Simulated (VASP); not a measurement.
Input of a VASP 6.6.1 run:

The input INCAR:

```
SYSTEM = InAs
PREC     = Accurate       ! precision mode
ENCUT    = 600            ! plane-wave cutoff, eV
EDIFF    = 1E-6           ! SCF threshold, eV
ISMEAR   = 0              ! smearing method
SIGMA    = 0.03           ! smearing width, eV
LREAL    = .FALSE.        ! projectors in reciprocal space
LASPH    = .TRUE.         ! aspherical terms in the spheres
NELM     = 80             ! most SCF steps
ALGO     = Normal         ! electronic algorithm
ISIF     = 3              ! what is computed and relaxed
LWAVE    = .FALSE.        ! write WAVECAR
LCHARG   = .FALSE.        ! write CHGCAR
GGA      = PS             ! functional
IBRION   = 2              ! ionic algorithm
NSW      = 90             ! ionic steps
EDIFFG   = -0.01          ! ionic threshold
```

The input KPOINTS:

```
regular mesh
0
G
  10 10 10
  0 0 0
```

Contents of POSCAR:

```
InAs
1.0
    0.0000000000      3.0180000000      3.0180000000
    3.0180000000      0.0000000000      3.0180000000
    3.0180000000      3.0180000000      0.0000000000
In As
1 1
Direct
    0.0000000000      0.0000000000      0.0000000000
    0.2500000000      0.2500000000      0.2500000000
```

Potentials or basis: VASP PAW PBE potentials, release 64 (In_d, As).

Run with:

```console
$ cat potpaw_PBE.64/In_d/POTCAR potpaw_PBE.64/As/POTCAR > POTCAR
$ mpirun -np 1 vasp_std > vasp.out
```

**Question.** Estimate the relaxed cell.

**Answer.** a = 4.307 Å, b = 4.307 Å, c = 4.307 Å, α = 60.00°, β = 60.00°, γ = 60.00°.

**Question.** Estimate the space group after relaxing (to 0.05 Å).

**Answer.** F-43m (No. 216).

The path:
```
step  energy change (eV)  largest force (eV/Å)  pressure (GPa)  volume (Å³)
   1              0.0000                0.0000            1.62        54.98
   2             -0.0059                0.0000           -0.70        57.21
   3             -0.0075                0.0000            0.01        56.49
```

Caveat: the PAW data sets were made with another functional, which shifts forces and pressure a little. Zero-point motion and thermal expansion aren't in these numbers.
